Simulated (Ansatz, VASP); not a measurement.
**One calculation of GaCo, two programs**

```
CELL_PARAMETERS angstrom
2.87800 0.00000 0.00000
0.00000 2.87800 0.00000
0.00000 0.00000 2.87800
ATOMIC_POSITIONS crystal
Ga 0.50000 0.50000 0.50000
Co 0.00000 0.00000 0.00000
```

Alike in both runs: task single point; functional LDA; k mesh 11 × 11 × 11; occupations fermi-dirac, width 0.08 eV; no spin polarisation.

|  | VASP | Ansatz |
| --- | --- | --- |
| version | VASP 6.6.1 | Ansatz 0.2.0 |
| potentials or method | VASP PAW LDA potentials, release 64 (Ga_d, Co) | PAW with Ansatz's default frozen-core files, scalar-relativistic |
| plane-wave cutoff (eV) | 520 | 420 |
| valence electrons in the cell | 22 | 30 |

```csv
,VASP,Ansatz,Ansatz less VASP
pressure (GPa),-12.8,-13.2,-0.41
```

The two sets of potentials don't hold the same shells in valence.

Spin polarisation is off, so any magnetic state and its effect on volume and gap are missing.
